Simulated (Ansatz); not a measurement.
Theory: Ansatz, DFT PBE, scalar-relativistic, plane waves, PAW. Settings: cutoff 420 eV, Γ-centred meshes spaced at most about 0.3 Å⁻¹, and about 0.25 Å⁻¹ or finer for metals (2π included), Gaussian smearing. No spin polarisation.

Temperature and zero-point effects are left out.

**Question.** Which of these relaxed structures of Sn₅H is the lowest in energy?
1. Space group P-3m1 (No. 164), trigonal, a = 4.710 Å, c = 20.851 Å. Sn on its first site is surrounded by 1 H at 1.75 Å and 3 Sn at 2.86 Å; Sn on its second site has 4 Sn at 2.87–2.88 Å; Sn on its third site is surrounded by 4 Sn at 2.86–2.87 Å; H has 1 Sn at 1.75 Å; 2 more sites not described.
2. Space group I4/mmm (No. 139), tetragonal, a = 3.389 Å, c = 24.989 Å. Around Sn on a site of symmetry 4/mmm lie 4 H at 2.40 Å and 12 Sn at 3.39–3.52 Å; around Sn on a site of symmetry 4mm lie 1 H at 2.58 Å and 12 Sn at 3.39–3.52 Å; Sn on a second site of symmetry 4mm has 12 Sn at 3.39–3.44 Å; H is surrounded by 4 Sn at 2.40 Å and 2 Sn at 2.58 Å.
3. Space group R-3m (No. 166), trigonal, a = 5.449 Å, c = 16.848 Å. Sn on a site of symmetry -3m has 8 Sn at 3.09–3.25 Å; Sn on a site of symmetry 3m is surrounded by 5 Sn at 3.09–3.35 Å, 3 H at 3.16 Å and 3 Sn at 3.58 Å; around Sn on a second site of symmetry 3m lie 1 H at 1.98 Å, 4 Sn at 3.25–3.35 Å and 6 Sn at 3.55–3.58 Å; H is surrounded by 2 Sn at 1.98 Å and 6 Sn at 3.16 Å.

**Answer.** 1. The next of these, cell 3, lies 119 meV/atom higher. Counting Sn atoms around H (those within 1.25 times the shortest such distance or 1.15 times the sum of covalent radii, 1.27 where that leaves under three): cell 1 has H 1; cell 3 has H 2; cell 2 has H 6. All come from invented guesses. Even the lowest of the cells shown lies +0.08 eV/atom against the elements.

The k mesh leaves some 4 meV/atom of noise in the energy of each metallic cell. Weakly bound directions are ill-defined at this level, which has no dispersion term (P-3m1), and this can change margins and order among such cells. With hydrogen, zero-point motion can shift such differences by 10 meV/atom or more. Cells relaxed within their symmetry can be saddle points. Some candidate types were left out of the draw beforehand, so a known form may be missing.
